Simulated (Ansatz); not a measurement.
# CO: a short molecular-dynamics run

A trajectory of CO, a database structure with 8 atoms that was not relaxed first: 20 steps of 2 fs under a Nosé-Hoover thermostat at 2000 K.

Program: Ansatz 0.2.0. Level of theory: DFT PBE, plane waves, PAW, scalar-relativistic, no spin polarisation. These are calculated values, not measurements.

### Step 1. Starting point

The cell holds 8 atoms (C4O4): a = 5.630 Å, b = 5.630 Å, c = 5.630 Å, α = 90.00°, β = 90.00°, γ = 90.00°.

As a file:

```
CELL_PARAMETERS angstrom
5.63000 0.00000 0.00000
0.00000 5.63000 0.00000
0.00000 0.00000 5.63000
ATOMIC_POSITIONS crystal
C 0.95800 0.95800 0.95800
C 0.54200 0.04200 0.45800
C 0.45800 0.54200 0.04200
C 0.04200 0.45800 0.54200
O 0.06700 0.06700 0.06700
O 0.43300 0.93300 0.56700
O 0.56700 0.43300 0.93300
O 0.93300 0.56700 0.43300
```

### Step 2. Molecular dynamics

Input file input.yaml:

```yaml
crystal:
  lattice:
    - [5.63, 0.0, 0.0]
    - [0.0, 5.63, 0.0]
    - [0.0, 0.0, 5.63]
  atoms:
    - { symbol: C, position: [0.958, 0.958, 0.958] }
    - { symbol: C, position: [0.542, 0.042, 0.458] }
    - { symbol: C, position: [0.458, 0.542, 0.042] }
    - { symbol: C, position: [0.042, 0.458, 0.542] }
    - { symbol: O, position: [0.067, 0.067, 0.067] }
    - { symbol: O, position: [0.433, 0.933, 0.567] }
    - { symbol: O, position: [0.567, 0.433, 0.933] }
    - { symbol: O, position: [0.933, 0.567, 0.433] }
kpoints:
  mp_grid: { grid: [3, 3, 3] }
magnetization:
  spin_polarized: false
scf:
  occupations: { method: fermi_dirac, width: 0.05 }
hamiltonian:
  pseudopotentials: { kind: paw }
  xc: pbe
basis:
  ecutwfc: 420
md:
  timestep: 2.0
  n_steps: 20
  ensemble: nvt_nose_hoover
  temperature: 2000.0
  initial_velocities: maxwell_boltzmann
  seed: 777933
```

Started as:

```sh
> ansatz run input.yaml --threads 2 --pin off --max-ram 2560MiB --backend cpu --events-out ev --progress --plain --runs-dir out
```

The log of the run:

```text
Warning: md: disabling space-group detection — thermal motion breaks the input geometry's symmetry, so no spatial operation reduces the k-mesh or symmetrises the density; time reversal is kept, so that k and −k are solved as one point where they differ and the mesh holds both, and exact exchange and, on two spinor components, a DFT+U term hold to it where the run has them: on two components no moment then forms, and a state that bears one, which a typed moment (crystal.atoms[].spin; refused beside efield: under a hybrid functional) reaches, can lie lower, under hf by electronvolts; crystal.symmetry.detect: false (a key that needs symmetry detection or time reversal refuses this as the deck is read) with time_reversal: false beside it drops time reversal too
Warning: RAYON_NUM_THREADS=2 ignored (pool sized by the plan → 2); use --threads N
Engine: ansatz 0.2.0, aarch64-unknown-linux-gnu
Pseudopotentials: kind: paw
Pseudopotential: C, paw, valence charge 4, recommended cutoff 420 eV (normal), C.paw.azcp
Pseudopotential: O, paw, valence charge 6, recommended cutoff 420 eV (normal), O.paw.azcp
Functional definition: PBE
  parameter kappa = 0.804
  parameter beta = 0.06672455060314922
  exchange = pbe_x(kappa = kappa, mu = beta*pi^2/3)
  correlation = pbe_c(beta = beta)
Crystal: 8 atoms, lattice volume = 178.454 Å³
Basis set: ecut = 420 eV, 3431 PW (Γ), exchange–correlation on 80×80×80 points (8 copies of the dense FFT grid, shifted against one another)
Bands: 28, of which v1, the nominal top of the filled ones, is band 20 counted from 1 (19 counted from 0)
Symmetry: 1 space group operations
k-points: 14 of 27 (time reversal used)
Non-local potential: C, projectors of the file, l = 0: 2, l = 1: 2, l = 2: 1
Non-local potential: O, projectors of the file, l = 0: 2, l = 1: 2, l = 2: 1
PAW form: soft (Blöchl's): semilocal exchange-correlation on the pseudo side does not see the compensation charge
PAW one-centre angular grid: C, 110 points (default); XC on 64 Gauss nodes
PAW one-centre angular grid: O, 110 points (default); XC on 64 Gauss nodes
Initial density: superposition of atomic densities (neutral atoms: chi_scale 0, normalization atom), corrected by the library's trained network
Initial wavefunctions: pseudopotential atomic-orbital guess
Functional: x = pbe(κ = 0.804, μ = 0.2195149727645171), c = pbe(β = 0.06672455060314922)
SCF iter   1: F=—  HF=-3265.130473 eV  |F-HF|=—  |Δ(HF+E_count)|=         —  Δρ=1.35e-2  dr2=2.69e-1  ethr=1.77e-3  ⟨swp⟩=6.4  Hψ=1870  notcnv=0
preconditioner: auto → Resta (q_TF=auto, 2.126 Å⁻¹)  ε∞=3.2  [insulator: Δε(μ)=6.469 eV  Ē_g=10.625 eV  σ=0.050 eV  W_gap=1.00  n_scr=26 (ndim 8)  ℏωp=15.7 eV  f_vac=0.217  D(μ)=0.00/eV (n_scr^D=0)  ε∞_Penn≈3.2]
SCF iter   2: F=—  HF=-3265.096510 eV  |F-HF|=—  |Δ(HF+E_count)|=   3.40e-2  Δρ=5.83e-3  dr2=3.93e-2  ethr=6.72e-4  ⟨swp⟩=2.0  Hψ=795  notcnv=0  defer=45
SCF iter   3: F=—  HF=-3265.093708 eV  |F-HF|=—  |Δ(HF+E_count)|=   2.80e-3  Δρ=2.46e-3  dr2=7.79e-3  ethr=9.84e-5  ⟨swp⟩=2.0  Hψ=576  notcnv=0  defer=45
SCF iter   4: F=—  HF=-3265.096177 eV  |F-HF|=—  |Δ(HF+E_count)|=   2.47e-3  Δρ=4.19e-4  dr2=2.53e-4  ethr=1.95e-5  ⟨swp⟩=2.0  Hψ=600  notcnv=0  defer=45
SCF iter   5: F=—  HF=-3265.096366 eV  |F-HF|=—  |Δ(HF+E_count)|=   1.89e-4  Δρ=9.92e-5  dr2=2.43e-5  ethr=6.31e-7  ⟨swp⟩=3.0  Hψ=612  notcnv=0  defer=45
SCF iter   6: F=—  HF=-3265.096523 eV  |F-HF|=—  |Δ(HF+E_count)|=   1.57e-4  Δρ=4.58e-5  dr2=2.68e-6  ethr=6.07e-8  ⟨swp⟩=2.0  Hψ=487  notcnv=0  defer=45
SCF iter   7: F=—  HF=-3265.096520 eV  |F-HF|=—  |Δ(HF+E_count)|=   2.47e-6  Δρ=1.21e-5  dr2=1.63e-7  ethr=6.70e-9  ⟨swp⟩=2.3  Hψ=561  notcnv=0  defer=45
SCF iter   8: F=—  HF=-3265.096520 eV  |F-HF|=—  |Δ(HF+E_count)|=   2.56e-8  Δρ=3.25e-6  dr2=1.53e-8  ethr=4.08e-10  ⟨swp⟩=2.0  Hψ=590  notcnv=0  defer=45
SCF iter   9: F=-3265.096520 eV  HF=-3265.096520 eV  |F-HF|=2.41e-9  |Δ(HF+E_count)|=   2.00e-9  Δρ=1.66e-6  dr2=3.80e-9  ethr=2.00e-11  ⟨swp⟩=4.0  Hψ=1288  notcnv=0
SCF 1 converged in 9 iterations: F = -3265.096520 eV  dr2 = 3.80e-9
md step     0: t =     0.00 fs  T =  2000.0 K  F+E_penalty+E_count = -3265.09652032 eV  E_kin = 1.809640 eV  conserved = -3263.28688034 eV  (9 SCF iters)
[... 16 lines left out ...]
md step     1: t =     2.00 fs  T =  3142.2 K  F+E_penalty+E_count = -3266.34422910 eV  E_kin = 2.843129 eV  conserved = -3263.50093817 eV  (11 SCF iters)
[... 14 lines left out ...]
md step     2: t =     4.00 fs  T =  2643.7 K  F+E_penalty+E_count = -3265.76784540 eV  E_kin = 2.392080 eV  conserved = -3263.37449184 eV  (11 SCF iters)
[... 1 line left out ...]
md step     3: t =     6.00 fs  T =  1573.3 K  F+E_penalty+E_count = -3264.69433238 eV  E_kin = 1.423566 eV  conserved = -3263.26823623 eV  (10 SCF iters)
md step     4: t =     8.00 fs  T =  1635.5 K  F+E_penalty+E_count = -3264.75315317 eV  E_kin = 1.479842 eV  conserved = -3263.26998619 eV  (10 SCF iters)
md step     5: t =    10.00 fs  T =  2770.3 K  F+E_penalty+E_count = -3265.90199949 eV  E_kin = 2.506641 eV  conserved = -3263.39111315 eV  (9 SCF iters)
md step     6: t =    12.00 fs  T =  3054.5 K  F+E_penalty+E_count = -3266.29377448 eV  E_kin = 2.763807 eV  conserved = -3263.52380368 eV  (10 SCF iters)
md step     7: t =    14.00 fs  T =  1729.9 K  F+E_penalty+E_count = -3264.78134320 eV  E_kin = 1.565264 eV  conserved = -3263.20762916 eV  (9 SCF iters)
md step     8: t =    16.00 fs  T =  2102.9 K  F+E_penalty+E_count = -3265.26316502 eV  E_kin = 1.902709 eV  conserved = -3263.35019242 eV  (9 SCF iters)
md step     9: t =    18.00 fs  T =  3093.5 K  F+E_penalty+E_count = -3266.31205500 eV  E_kin = 2.799022 eV  conserved = -3263.50010325 eV  (10 SCF iters)
md step    10: t =    20.00 fs  T =  2297.2 K  F+E_penalty+E_count = -3265.44481184 eV  E_kin = 2.078574 eV  conserved = -3263.34973602 eV  (10 SCF iters)
md step    11: t =    22.00 fs  T =  1304.5 K  F+E_penalty+E_count = -3264.46183532 eV  E_kin = 1.180293 eV  conserved = -3263.26244058 eV  (9 SCF iters)
md step    12: t =    24.00 fs  T =  1594.0 K  F+E_penalty+E_count = -3264.74724646 eV  E_kin = 1.442265 eV  conserved = -3263.28407368 eV  (10 SCF iters)
md step    13: t =    26.00 fs  T =  2738.7 K  F+E_penalty+E_count = -3265.92683390 eV  E_kin = 2.478060 eV  conserved = -3263.42536825 eV  (11 SCF iters)
md step    14: t =    28.00 fs  T =  2638.2 K  F+E_penalty+E_count = -3265.92754677 eV  E_kin = 2.387097 eV  conserved = -3263.51337346 eV  (11 SCF iters)
md step    15: t =    30.00 fs  T =  1296.2 K  F+E_penalty+E_count = -3264.36198284 eV  E_kin = 1.172848 eV  conserved = -3263.15901085 eV  (10 SCF iters)
md step    16: t =    32.00 fs  T =  2046.2 K  F+E_penalty+E_count = -3265.30207196 eV  E_kin = 1.851422 eV  conserved = -3263.41819828 eV  (9 SCF iters)
md step    17: t =    34.00 fs  T =  2759.1 K  F+E_penalty+E_count = -3266.01599660 eV  E_kin = 2.496487 eV  conserved = -3263.48362659 eV  (11 SCF iters)
md step    18: t =    36.00 fs  T =  1730.7 K  F+E_penalty+E_count = -3264.93151462 eV  E_kin = 1.566010 eV  conserved = -3263.32597732 eV  (10 SCF iters)
md step    19: t =    38.00 fs  T =   892.2 K  F+E_penalty+E_count = -3264.10831718 eV  E_kin = 0.807316 eV  conserved = -3263.25941349 eV  (10 SCF iters)
[... 13 lines left out ...]
md step    20: t =    40.00 fs  T =  1417.9 K  F+E_penalty+E_count = -3264.62821466 eV  E_kin = 1.282971 eV  conserved = -3263.30226231 eV  (10 SCF iters)
SCF converged after 10 iterations
Free energy (F): -3264.628215 eV
Harris-Foulkes:  -3264.628215 eV  (|F-HF|=2.38e-10)
Internal energy: -3264.628215 eV  (E = F + TS)
E sigma→0 (E₀):  -3264.628215 eV
Fermi energy:    -1.230658 eV
--- Per-component energies (eV) ---
  E_band       = -403.130582
  E_kinetic    = 996.086819
  E_local      = -3083.121000  (includes V_loc(G=0)·N_el)
  E_nonlocal   = 306.592985
  E_hartree    = 1062.225814
  E_xc         = -467.205799
  E_vxc        = -586.566751  (∫ρ·V_xc dr)
  E_paw        = -1021.856025  (= ΣΔE_a)
  E_vpaw       = -160.583408  (= ΣTr[D̂ρ^β])
  E_aug_tail   = 0.009428  (compensation charges beyond the density's cutoff)
  E_ewald      = -1057.360437
  E_smearing   = -0.000000  (= −TS)
  E_closure    = -0.000000  (closes the sum)
  Σ components = -3264.628215   (vs F -3264.628215, Δ=0.00e0)
--- Forces (eV/Å), atoms counted from 1 ---
  atom   1  C      6.16363420     1.11681716     2.41642661
  atom   2  C     -1.09669402    -4.56334999     4.97560599
  atom   3  C      6.71965210    -4.27063198    -1.26774198
  atom   4  C     -2.90980053    -1.01577685    -6.48288623
  atom   5  O     -6.24562035    -1.19108834    -2.54105845
  atom   6  O      1.25024128     3.81757181    -4.23839301
  atom   7  O     -6.47318756     5.15106713     0.39910000
  atom   8  O      2.59177599     0.95539845     6.73894838
  max |Σ_I F_I| component: 7.39e-6 eV/Å
--- MD trajectory: 20 steps, t = 0.0 → 40.0 fs ---
  final state: T = 1417.9 K   F+E_penalty+E_count = -3264.62821466 eV   E_kin = 1.282971 eV
  conserved energy: peak-to-peak 3.648e-1 eV (4.560e-2 eV/atom) over 40.0 fs
```

Wall time 62 s (2 threads of Arm Neoverse V2, shared host); peak memory 0.39 GiB.

### Step 3. Frames and traces

The trajectory, every 2 steps (energies from step 0); msd is the mean square displacement from the start, the centre of mass held:

```
time (fs)  T (K)  potential energy change (meV/atom)  conserved energy change (meV/atom)  msd C (Å²)  msd O (Å²)
      0.0   2000                                 0.0                                0.00       0.000       0.000
      4.0   2644                               -83.9                              -10.95       0.013       0.004
      8.0   1636                                42.9                                2.11       0.033       0.012
     12.0   3055                              -149.7                              -29.62       0.039       0.025
     16.0   2103                               -20.8                               -7.91       0.063       0.048
     20.0   2297                               -43.5                               -7.86       0.122       0.070
     24.0   1594                                43.7                                0.35       0.169       0.100
     28.0   2638                              -103.9                              -28.31       0.184       0.140
     32.0   2046                               -25.7                              -16.41       0.229       0.182
     36.0   1731                                20.6                               -4.89       0.323       0.219
     40.0   1418                                58.5                               -1.92       0.379       0.261
```

time (fs), T (K) and a bar:
```
      0.0       2000 ###############
      2.0       3142 ##############################
      4.0       2644 #######################
      6.0       1573 #########
      8.0       1636 ##########
     10.0       2770 #########################
     12.0       3055 #############################
     14.0       1730 ###########
     16.0       2103 ################
     18.0       3093 #############################
     20.0       2297 ###################
     22.0       1304 #####
     24.0       1594 #########
     26.0       2739 #########################
     28.0       2638 #######################
     30.0       1296 #####
     32.0       2046 ###############
     34.0       2759 #########################
     36.0       1731 ###########
     38.0        892 
     40.0       1418 #######
```

Pair distribution over the second half of the run:

```
r (Å)  g C–O
 0.68   0.00
 0.84   0.00
 1.00   2.66
 1.16  10.52
 1.32   3.11
 1.48   0.00
 1.64   0.00
 1.80   0.00
 1.96   0.00
 2.12   0.00
 2.28   0.00
 2.44   0.12
 2.60   0.19
 2.76   0.40
```

First peaks of g(r) (not always the tallest), and, where a minimum follows, the mean number of second-named atoms round a first-named one up to the next minimum:

| pair | peak (Å) | height | minimum (Å) | neighbours |
| --- | --- | --- | --- | --- |
| C–O | 1.16 | 10.5 | 1.40 | 1.0 |

### Step 4. Frames from the trajectory

Extended XYZ, with forces in eV/Å:

```xyz
8
Lattice="5.630 0.000 0.000 0.000 5.630 0.000 0.000 0.000 5.630" Properties=species:S:1:pos:R:3:forces:R:3 pbc="T T T" time_fs=4.0 T=2644 dE=-0.6713
C     5.327    5.390    5.370    1.848    1.589    1.644
C     3.070    0.279    2.471   -2.107   -2.333    2.405
C     2.466    3.087    0.320    4.867   -4.626   -4.246
C     0.302    2.605    3.133   -3.052    2.695   -3.377
O     0.426    0.387    0.393   -1.830   -1.567   -1.628
O     2.439    5.215    3.178    2.085    2.308   -2.343
O     3.220    2.368    5.293   -4.814    4.610    4.176
O     5.247    3.214    2.372    3.004   -2.677    3.369
8
Lattice="5.630 0.000 0.000 0.000 5.630 0.000 0.000 0.000 5.630" Properties=species:S:1:pos:R:3:forces:R:3 pbc="T T T" time_fs=10.0 T=2770 dE=-0.8055
C     5.275    5.421    5.374    3.715    2.634    2.893
C     3.050    0.287    2.367   -2.291   -2.918    3.087
C     2.407    3.037    0.352    3.075   -2.728   -2.253
C     0.331    2.704    3.175   -2.859    2.096   -3.570
O     0.462    0.375    0.386   -3.705   -2.626   -2.892
O     2.476    5.200    3.115    2.279    2.880   -2.974
O     3.180    2.340    5.421   -3.000    2.756    2.124
O     5.290    3.203    2.332    2.787   -2.094    3.584
8
Lattice="5.630 0.000 0.000 0.000 5.630 0.000 0.000 0.000 5.630" Properties=species:S:1:pos:R:3:forces:R:3 pbc="T T T" time_fs=16.0 T=2103 dE=-0.1666
C     5.285    5.501    5.430   -7.418   -4.272   -5.106
C     2.992    0.251    2.310    4.032    5.813   -6.115
C     2.371    2.964    0.359   -6.327    5.421    3.549
C     0.315    2.840    3.167    5.095   -2.922    7.389
O     0.453    0.326    0.341    7.399    4.250    5.061
O     2.542    5.218    3.018   -4.008   -5.856    6.281
O     3.124    2.330    5.566    6.406   -5.322   -3.710
O     5.365    3.164    2.330   -5.179    2.888   -7.349
8
Lattice="5.630 0.000 0.000 0.000 5.630 0.000 0.000 0.000 5.630" Properties=species:S:1:pos:R:3:forces:R:3 pbc="T T T" time_fs=20.0 T=2297 dE=-0.3483
C     5.212    5.507    5.411    3.214    1.520    1.932
C     3.002    0.294    2.203   -1.793   -3.210    3.547
C     2.256    2.996    0.418    6.062   -4.791   -2.973
C     0.365    2.893    3.249   -3.153    1.307   -4.844
O     0.506    0.329    0.352   -3.239   -1.541   -1.972
O     2.550    5.179    3.009    1.825    3.078   -3.287
O     3.156    2.264    5.620   -5.933    4.969    2.665
O     5.368    3.165    2.263    3.017   -1.332    4.931
8
Lattice="5.630 0.000 0.000 0.000 5.630 0.000 0.000 0.000 5.630" Properties=species:S:1:pos:R:3:forces:R:3 pbc="T T T" time_fs=24.0 T=1594 dE=0.3493
C     5.172    5.528    5.411    5.807    2.410    3.270
C     2.993    0.303    2.133   -2.269   -4.542    5.012
C     2.209    2.973    0.444    6.446   -4.902   -2.764
C     0.382    2.959    3.278   -3.898    1.187   -6.420
O     0.534    0.320    0.349   -5.844   -2.441   -3.319
O     2.572    5.164    2.974    2.324    4.325   -4.672
O     3.138    2.241    5.695   -6.295    5.182    2.354
O     5.394    3.157    2.238    3.728   -1.219    6.538
8
Lattice="5.630 0.000 0.000 0.000 5.630 0.000 0.000 0.000 5.630" Properties=species:S:1:pos:R:3:forces:R:3 pbc="T T T" time_fs=30.0 T=1296 dE=0.7345
C     5.214    5.601    5.468   -8.078   -2.768   -4.208
C     2.944    0.242    2.111    3.381    6.888   -7.546
C     2.237    2.867    0.439  -13.208   10.071    3.815
C     0.342    3.078    3.216    5.391   -0.640   10.389
O     0.499    0.275    0.300    8.026    2.704    4.099
O     2.633    5.194    2.865   -3.299   -7.132    7.961
O     3.041    2.266    5.833   13.370   -9.703   -4.223
O     5.481    3.128    2.281   -5.585    0.580  -10.286
8
Lattice="5.630 0.000 0.000 0.000 5.630 0.000 0.000 0.000 5.630" Properties=species:S:1:pos:R:3:forces:R:3 pbc="T T T" time_fs=36.0 T=1731 dE=0.1650
C     5.129    5.632    5.460    4.398    0.962    1.831
C     2.948    0.282    1.979   -1.171   -4.164    4.591
C     2.083    2.902    0.484    6.948   -4.604   -1.600
C     0.378    3.189    3.306   -2.789   -0.512   -5.771
O     0.558    0.261    0.299   -4.470   -1.033   -1.943
O     2.656    5.142    2.848    1.301    3.574   -3.945
O     3.084    2.193    5.924   -6.729    5.323    0.845
O     5.505    3.104    2.212    2.512    0.454    5.992
8
Lattice="5.630 0.000 0.000 0.000 5.630 0.000 0.000 0.000 5.630" Properties=species:S:1:pos:R:3:forces:R:3 pbc="T T T" time_fs=40.0 T=1418 dE=0.4683
C     5.101    5.656    5.464    6.164    1.117    2.416
C     2.943    0.272    1.932   -1.097   -4.563    4.976
C     2.052    2.881    0.498    6.720   -4.271   -1.268
C     0.379    3.256    3.317   -2.910   -1.016   -6.483
O     0.575    0.247    0.289   -6.246   -1.191   -2.541
O     2.678    5.129    2.814    1.250    3.818   -4.238
O     3.062    2.187    5.988   -6.473    5.151    0.399
O     5.535    3.093    2.205    2.592    0.955    6.739
```

### Step 5. Results

| quantity | value |
| --- | --- |
| length | 20 steps of 2 fs |
| temperature, first and last step | 2000 and 1418 K |
| temperature, second half | mean 1883 K, from 892 to 2759 K |
| potential energy, second half | +2 meV/atom from the start |
| largest change of the conserved energy | 29.62 meV/atom |
| mean square displacement, second half | C 0.233, O 0.161 Å² |

Against a set 2000 K the second half averages 1883 K with a spread of 622 K (in equilibrium 8 atoms would scatter by about 617 K, over a far longer run). The conserved energy strays from its start by at most 29.62 meV/atom, 12 % of the mean kinetic energy, which is poor: the step of 2 fs is too long for the fastest motion. By the end 1 of 8 atoms (1 O) stand more than 0.74 Å from where they began, which a hop or a large turn of a group can both give. Averages from a run of 40 fs with 8 atoms are rough.
